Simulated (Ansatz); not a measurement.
Ansatz input

```yaml
crystal:
  lattice:
    - [-1.1110322006, 1.1110322006, 1.1110322006]
    - [1.1110322006, -1.1110322006, 1.1110322006]
    - [1.1110322006, 1.1110322006, -1.1110322006]
  atoms:
    - { symbol: B, position: [0.0, 0.0, 0.0] }
hamiltonian:
  xc: revpbe
  pseudopotentials:
    kind: paw
    azcp:
      B: "pseudopotentials/B.paw.azcp"
basis:
  ecutwfc: 420
  fft_grid_basis: typed
kpoints:
  mp_grid: { grid: [21, 21, 21], shift: [0, 0, 0] }
magnetization:
  spin_polarized: false
scf:
  occupations: { method: fermi_dirac, width: 0.1 }
  lower_state_search: "off"
output:
  stress: true
  write_density: true
  write_potential: true
  elf: true
  volumetric_format: npy
```

and its output:

```
Engine: ansatz 0.2.0, x86_64-unknown-linux-gnu
Pseudopotentials: kind: paw
Pseudopotential: B, paw, valence charge 3, recommended cutoff 420 eV (normal) 
Functional definition: revPBE
  parameter kappa = 1.245
  parameter beta = 0.06672455060314922
  exchange = pbe_x(kappa = kappa, mu = beta*pi^2/3)
  correlation = pbe_c(beta = beta)
Crystal: 1 atoms, lattice volume = 5.486 Å³
Basis set: ecut = 420 eV, 87 PW (Γ)
Bands: 6, of which v1, the nominal top of the filled ones, is band 2 counted from 1 (1 counted from 0)
Symmetry: 48 space group operations
Space group: Im-3m (ITA 229), of the structure as read, at distance tolerance 1.8e-5 Å
k-points: 286 of 9261
Non-local potential: B, projectors of the file, l = 0: 2, l = 1: 2, l = 2: 1
PAW form: soft (Blöchl's): semilocal exchange-correlation on the pseudo side does not see the compensation charge
PAW frozen core: B, regenerated for the run's functional, and the local potential with it (the file was generated under x = pbe(κ = 0.804, μ = 0.2195149727645171), c = pbe(β = 0.06672455060314922))
PAW one-centre angular grid: B, 110 points (default); XC on 64 Gauss nodes
Initial density: superposition of atomic densities (neutral atoms: chi_scale 0, normalization atom), corrected by the library's trained network
Initial wavefunctions: pseudopotential atomic-orbital guess
Functional: x = revpbe(κ = 1.245, μ = 0.2195149727645171), c = pbe(β = 0.06672455060314922)
SCF iter   1: F=—  HF=-154.942180 eV  |F-HF|=—  |Δ(HF+E_count)|=         —  Δρ=5.11e-3  dr2=7.27e-4  ethr=1.77e-3  ⟨swp⟩=4.4  Hψ=12731  notcnv=0
SCF iter   2: F=—  HF=-154.941986 eV  |F-HF|=—  |Δ(HF+E_count)|=   1.93e-4  Δρ=2.38e-3  dr2=1.55e-4  ethr=2.42e-5  ⟨swp⟩=1.0  Hψ=4004  notcnv=0
SCF iter   3: F=—  HF=-154.941947 eV  |F-HF|=—  |Δ(HF+E_count)|=   3.97e-5  Δρ=5.26e-5  dr2=5.02e-8  ethr=5.17e-6  ⟨swp⟩=1.5  Hψ=1802  notcnv=0
SCF iter   4: F=—  HF=-154.941947 eV  |F-HF|=—  |Δ(HF+E_count)|=   9.49e-8  Δρ=1.09e-5  dr2=9.71e-10  ethr=1.67e-9  ⟨swp⟩=2.0  Hψ=2000  notcnv=0
iter 5 did not close the SCF: its close was put off for the readings that it lacked (scf_convergence_deferred on its scf_iter line)
SCF iter   5: F=-154.941947 eV  HF=-154.941947 eV  |F-HF|=1.48e-12  |Δ(HF+E_count)|=   2.90e-9  Δρ=3.52e-7  dr2=1.85e-12  ethr=3.24e-11  ⟨swp⟩=1.2  Hψ=1663  notcnv=0
SCF iter   6: F=-154.941947 eV  HF=-154.941947 eV  |F-HF|=0.00e0  |Δ(HF+E_count)|=  2.67e-12  Δρ=6.96e-8  dr2=8.85e-14  ethr=1.00e-12  ⟨swp⟩=3.7  Hψ=6017  notcnv=0
SCF 1 converged in 6 iterations: F = -154.941947 eV  dr2 = 8.85e-14
SCF converged after 6 iterations
Free energy (F): -154.941947 eV
Harris-Foulkes:  -154.941947 eV  (|F-HF|=0.00e0)
Internal energy: -154.935440 eV  (E = F + TS)
E sigma→0 (E₀):  -154.938693 eV
Entropy (-TS):   -0.006507 eV (-6.507 meV/atom)
Fermi energy:    15.686115 eV
--- Per-component energies (eV) ---
  E_band       = 21.877192
  E_kinetic    = 50.506595
  E_local      = 1.403949  (includes V_loc(G=0)·N_el)
  E_nonlocal   = 11.465578
  E_hartree    = 0.133239
  E_xc         = -33.090650
  E_vxc        = -39.457650  (∫ρ·V_xc dr)
  E_paw        = -79.220271  (= ΣΔE_a)
  E_vpaw       = -2.307756  (= ΣTr[D̂ρ^β])
  E_aug_tail   = -0.000002  (compensation charges beyond the density's cutoff)
  E_ewald      = -106.124972
  E_core_change = -0.008905  (= ΣΔE_core)
  E_smearing   = -0.006507  (= −TS)
  E_closure    = 0.000000  (closes the sum)
  Σ components = -154.941947   (vs F -154.941947, Δ=0.00e0)
--- Stress (GPa, compression-positive) ---
       36.517504       0.000000      -0.000000
       -0.000000      36.517504      -0.000000
       -0.000000       0.000000      36.517504
  P = ⅓ Tr σ = 36.5175 GPa (365.175 kbar)
--- Band table (eV; the first three rows and the last of 286) ---
  k-point 0: bands = ["-4.3889", "33.0553", "33.0553", "33.0553", "51.6039", "51.6039"]
  k-point 1: bands = ["-4.2799", "32.6720", "32.7551", "32.9799", "50.4928", "50.5097"]
  k-point 2: bands = ["-3.9528", "31.5116", "31.9594", "32.7580", "47.9515", "48.5156"]
  k-point 285: bands = ["15.6070", "16.1661", "16.1661", "26.1600", "26.6552", "29.3978"]
```
